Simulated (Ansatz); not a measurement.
# LiF: changing the functional

```cif
data_structure
_symmetry_space_group_name_H-M 'P 1'
_symmetry_Int_Tables_number 1
_cell_length_a 2.8482
_cell_length_b 2.8482
_cell_length_c 2.8482
_cell_angle_alpha 60.000
_cell_angle_beta 60.000
_cell_angle_gamma 60.000
_cell_volume 16.34
loop_
_atom_site_label
_atom_site_type_symbol
_atom_site_fract_x
_atom_site_fract_y
_atom_site_fract_z
_atom_site_occupancy
F1 F 0.50000 0.50000 0.50000 1
Li1 Li 0.00000 0.00000 0.00000 1
```

Kept alike: task single point; k mesh 8 × 8 × 8; occupations fermi-dirac, width 0.05 eV; no spin polarisation. Program: Ansatz, PAW datasets made for the crystal. Cutoffs run from 380 to 430 eV. The mesh is that of the run's cell of 2 atoms. No spin-orbit coupling.

| functional | band gap (eV) | pressure (GPa) |
| --- | --- | --- |
| HSE06 | 11.373 | -1.02 |
| PBE | 9.067 | 2.01 |
| PBE0 | 12.133 | -1.15 |

Pressure is positive in compression, with a Pulay correction for the finite cutoff. A gap read on the mesh alone can miss an edge between its points.

**Question.** What does the functional change here?

**Answer.** The band gap runs from 9.067 (PBE) to 12.133 eV (PBE0). From PBE: HSE06 +2.306; PBE0 +3.066. The pressure runs from -1.15 (PBE0) to 2.01 GPa (PBE). From PBE: HSE06 -3.03; PBE0 -3.16. A positive pressure means that the functional's own cell is larger than the one given, a negative one that it is smaller.
